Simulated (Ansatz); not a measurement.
# Rb: the cost of one run

Method: DFT PBE, scalar-relativistic, plane waves, PAW, in Ansatz 0.2.0.

### 1 The starting structure

Symmetry: I4/mmm, No. 139, tetragonal system. Conventional cell: a = 5.909 Å, b = 5.909 Å, c = 5.462 Å, α = 90.00°, β = 90.00°, γ = 90.00°.

Coordinates:

```
Rb
1.0
    -2.95451    2.95451    2.73085
     2.95451   -2.95451    2.73085
     2.95451    2.95451   -2.73085
Rb
1
Direct
  0.00000 0.00000 0.00000
```

The structure comes from the Materials Project (structure only).

### 2 A distortion of lower symmetry

The change: strain xx, yy, zz, yz, xz, xy = -1.1, -3.2, +0.8, +6.0, +0.0, +0.0 %.

File input.yaml:

```yaml
crystal:
  lattice:
    - [-2.9213622384, 3.0248227277, 2.9296349673]
    - [2.9213622384, -2.6971213042, 2.575093544]
    - [2.9213622384, 2.6971213042, -2.575093544]
  atoms:
    - { symbol: Rb, position: [0.0, 0.0, 0.0] }
basis:
  ecutwfc: 420
kpoints:
  mp_grid: { grid: [10, 10, 10] }
hamiltonian:
  xc: pbe
scf:
  occupations: { method: gaussian, width: 0.1 }
output:
  forces: true
  stress: true
  eigenvalues: true
```

What time and memory should one allow on 1 thread of an x86-64 CPU, shared host?

About 9.9 s, with a peak of 0.56 GiB.
